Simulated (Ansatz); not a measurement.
**Mo under changes of volume**

One of the cells (15.892 Å³/atom); the others are scaled copies at fixed shape and fractional positions:

```
CELL_PARAMETERS angstrom
-1.58381 1.58381 1.58381
1.58381 -1.58381 1.58381
1.58381 1.58381 -1.58381
ATOMIC_POSITIONS crystal
Mo 0.00000 0.00000 0.00000
```

```yaml
Program: Ansatz 0.2.0
Functional: PBE
Potentials_or_basis: all-electron LAPW, scalar-relativistic
Cutoff: 267 eV (chosen from the basis error)
Basis_error_allowed: 0.0005 eV/atom
k_mesh: 12 × 12 × 12
Occupations: fermi-dirac, width 0.05 eV
Spin: no spin polarisation
```

```csv
volume (Å³/atom),energy over the lowest point (meV/atom),pressure (GPa)
14.938,39.26,16.1
15.256,14.12,9.5
15.574,1.46,3.5
15.892,0.00,-1.9
16.209,8.60,-6.7
16.527,26.26,-11.0
16.845,?,?
```

**Question.** What does the run at 16.845 Å³/atom give?

**Answer.** Energy over the lowest point 52.05 meV/atom; pressure -14.9 GPa.

Worked out: A Birch-Murnaghan fit of order 3 (a polynomial in V^(-2/3)) to the other rows has its minimum at 15.78 Å³/atom with B0 = V·E''(V) = 262 GPa and B' = 4.3. It gives 52.09 meV/atom at 16.845 Å³/atom, against the run's 52.05, and -dE/dV = -14.9 GPa, against -14.9.

Energies are extrapolated to zero smearing.
